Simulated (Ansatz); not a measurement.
Input and output of a one-shot G0W0 calculation on BaO in the rocksalt structure (the plane-wave code Ansatz, G0W0@r2SCAN with 160 empty bands, a screening cutoff of 140 eV and a 4×4×4 mesh). The geometry is the r2SCAN minimum.

input.yaml:
```yaml
crystal:
  lattice:
    - [0.0, 2.7719426821, 2.7719426821]
    - [2.7719426821, 0.0, 2.7719426821]
    - [2.7719426821, 2.7719426821, 0.0]
  atoms:
    - { symbol: Ba, position: [0.0, 0.0, 0.0] }
    - { symbol: O, position: [0.5, 0.5, 0.5] }
kpoints:
  mp_grid: { grid: [4, 4, 4] }
hamiltonian:
  xc: r2scan
scf:
  occupations: { method: fixed }
gw:
  n_empty_bands: 160
  ecut_chi: 140
  qp_bands: [v2, c2]
  qp_kpoints: band_edges
  screening: { model: contour_deformation }
```

Run as `ansatz run input.yaml --threads 2 --pin off --max-ram 3686MiB --backend cpu --events-out ev --progress --plain --runs-dir out`. Wall time 11 s on 2 threads of Arm Neoverse V1, on a shared host; peak host memory 0.43 GiB.

The output, standing remarks left out:
```
Pseudopotential: Ba, paw, valence charge 10, recommended cutoff 500 eV (meta_gga)
Pseudopotential: O, paw, valence charge 6, recommended cutoff 500 eV (meta_gga)
Functional definition: r2SCAN
Crystal: 2 atoms, lattice volume = 42.597 Å³
Basis set: ecut = 500 eV, 1067 PW (Γ)
Bands: 12, of which v1, the nominal top of the filled ones, is band 8 counted from 1 (7 counted from 0)
Symmetry: 48 space group operations
Space group: Fm-3m (ITA 225)
k-points: 8 of 64
SCF converged after 7 iterations
Free energy (F): -6535.960002 eV
Fermi energy:    8.318602 eV
--- Per-component energies (eV) ---
  E_band       = -24.602981
  E_kinetic    = 346.067838
  E_local      = -563.764101
  E_nonlocal   = 103.160522
  E_hartree    = 201.696193
  E_xc         = -232.509651
  E_vxc        = -256.306728
  E_paw        = -5411.031813
  E_vpaw       = -71.482234
  E_vtau       = 14.326522
  E_ewald      = -979.618461
  E_core_change = 0.038475
--- G₀W₀: contour deformation, 6 samples at zero and on the imaginary axis and 2 off it, 64 q-points, 160 empty bands' worth ---
    ik  band        ε_KS         Σx   Σc(E_QP)       V_xc       Z   E_QP_lin       E_QP  E_QP is
     0     7      7.8506   -24.4106     4.2560   -19.6813  0.7371     7.3732     7.3774  root
     0     8      7.8506   -24.4106     4.2560   -19.6813  0.7371     7.3732     7.3774  root
     0     9     12.4959    -6.2536    -3.7961   -10.2950  0.8339    12.7418    12.7411  root
     0    10     13.4976    -6.2230    -4.1777   -11.0179  0.8230    14.1201    14.1148  root
     3     7      7.8920   -24.3478     4.1799   -19.6725  0.7398     7.3920     7.3966  root
     3     8      7.8920   -24.3478     4.1799   -19.6725  0.7398     7.3920     7.3966  root
     3     9     11.6718    -5.4015    -3.9381    -9.8298  0.8330    12.1648    12.1620  root
     3    10     14.1676    -6.7420    -4.0428   -11.1662  0.8221    14.5517    14.5490  root
     5     7      6.9481   -23.2456     4.3822   -18.2777  0.7266     6.3543     6.3624  root
     5     8      7.8992   -24.0526     4.0402   -19.4734  0.7442     7.3550     7.3603  root
     5     9     13.3456    -6.8295    -4.0928   -11.5932  0.8122    14.0251    14.0165  root
     5    10     14.4876    -8.1727    -4.1135   -12.9868  0.7901    15.1933    15.1882  root
     6     7      8.0874   -24.7118     4.1378   -20.0975  0.7419     7.6069     7.6109  root
     6     8      8.3186   -24.9528     3.9967   -20.4482  0.7479     7.8064     7.8107  root
     6     9     10.6916    -5.2440    -3.7697    -9.4326  0.8371    11.1123    11.1105  root
     6    10     14.9220    -8.2796    -4.1338   -13.1080  0.8215    15.6231    15.6166  root
     7     7      8.0996   -24.4336     4.0000   -19.9068  0.7466     7.5680     7.5728  root
     7     8      8.0996   -24.4336     4.0000   -19.9068  0.7466     7.5680     7.5728  root
     7     9     13.2380    -6.5807    -4.1042   -11.3283  0.8181    13.8898    13.8814  root
     7    10     13.2380    -6.5807    -4.1042   -11.3283  0.8181    13.8898    13.8814  root
```

The points are ik 0 = (0, 0, 0) (Γ), ik 3 = (0, 1/4, 1/4), ik 5 = (0, 1/4, -1/4), ik 6 = (0, -1/2, -1/2), ik 7 = (1/4, -1/2, -1/4); band 8 is the last filled one.

Over the mesh points the r2SCAN gap of 2.37 eV becomes a quasiparticle gap of 3.30 eV (direct at k = (0, -1/2, -1/2)), a change of +0.93 eV. Renormalisation factors Z lie between 0.73 and 0.84. G0W0 here is at a finite number of bands, screening cutoff and k mesh, not at the basis limit.

No spin polarisation and no zero-point or thermal motion.

Spin-orbit coupling is left out.
